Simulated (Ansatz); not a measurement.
# Ge4F: the cost of one run

Method: DFT PBE, scalar-relativistic, plane waves, PAW, in Ansatz 0.2.0.

3 further runs of the same task are left out: 3 set aside as unsound or not needed.

## Step 1: Starting point

Symmetry: Pm, No. 6, monoclinic system. Conventional cell: a = 4.074 Å, b = 4.074 Å, c = 19.856 Å, α = 90.00°, β = 90.00°, γ = 90.00°. Ge (site symmetry m) is surrounded by 2 Ge at 2.49 Å. Ge (site symmetry m) has 4 Ge at 2.49 to 2.53 Å as nearest neighbours. Ge (site symmetry m) has 4 Ge at 2.48 to 2.53 Å as nearest neighbours. Around Ge (site symmetry m) lie 1 F at 1.76 Å. F (site symmetry m) has 1 Ge at 1.76 Å as nearest neighbours.

Structure file:

```cif
data_structure
_symmetry_space_group_name_H-M 'Pm'
_symmetry_Int_Tables_number 6
_cell_length_a 4.0741
_cell_length_b 4.0741
_cell_length_c 19.8558
_cell_angle_alpha 90.000
_cell_angle_beta 90.000
_cell_angle_gamma 90.000
_cell_volume 329.56
loop_
_atom_site_label
_atom_site_type_symbol
_atom_site_symmetry_multiplicity
_atom_site_Wyckoff_symbol
_atom_site_fract_x
_atom_site_fract_y
_atom_site_fract_z
_atom_site_occupancy
Ge1 Ge 1 a 0.50000 0.00000 0.20145 1
Ge2 Ge 1 a 0.00000 0.00000 0.27400 1
Ge3 Ge 1 b 0.00000 0.50000 0.34937 1
Ge4 Ge 1 b 0.50000 0.50000 0.42082 1
F1 F 1 b 0.75000 0.50000 0.49327 1
```

This is the geometry of the first run shown, built on a cell relaxed beforehand with the same method.

## Step 2: Plan of the line

Atoms count from 1 in the order of the input.

F is moved over the surface cell; relaxed at each place: the height of the adsorbate's atoms; substrate rigid; the origin of the map has the adsorbate above Ge4.

- position of F5 along the first surface vector, from above Ge4: 8 values from 0.000 to 0.875, periodic
- position of F5 along the second surface vector, from above Ge4: 8 values from 0.000 to 0.875, periodic

Relaxed at each point: the height of the adsorbate's atoms; substrate rigid. Points are written as (first, second).

The two vectors of the plane (Å): (4.074, 0.000, 0.000); (0.000, 4.074, 0.000).

## Step 3: Point (0/8, 2/8) of the map's two axes

Contents of input.yaml:

```yaml
crystal:
  lattice:
    - [4.0740542166, 0.0, 0.0]
    - [0.0, 4.0740542166, 0.0]
    - [0.0, 0.0, 19.855756853]
  atoms:
    - { symbol: Ge, position: [0.0, 0.5, 0.2014529101] }
    - { symbol: Ge, position: [0.0, 0.0, 0.2739958855] }
    - { symbol: Ge, position: [0.5, 0.0, 0.3493666166] }
    - { symbol: Ge, position: [0.5, 0.5, 0.4208228835] }
    - { symbol: F, position: [0.5, 0.75, 0.4932744773] }
basis:
  ecutwfc: 420
kpoints:
  mp_grid: { grid: [7, 7, 1] }
hamiltonian:
  xc: pbe
  pseudopotentials: { kind: paw, azcp: { folder: soft_1 } }
scf:
  occupations: { method: gaussian, width: 0.1 }
output:
  forces: true
  eigenvalues: true
relax:
  adjacent_minimum: "off"
  f_tol: 0.025
  max_steps: 16
  constraints: [{ sites: [0, 1, 2, 3] }, { sites: [4], fix: xy }]
efield:
  axis: 3
  dipole_correction: true
  ramp_width: 0.04
```

Launch:

```console
> ansatz run input.yaml --threads 2 --pin off --max-ram 6144MiB --backend cpu --events-out ev --progress --plain --runs-dir out
```

What time and memory should one allow on 2 threads of Intel Xeon Platinum 8488C (Sapphire Rapids), shared host?

About 33 s, with a peak of 0.64 GiB.
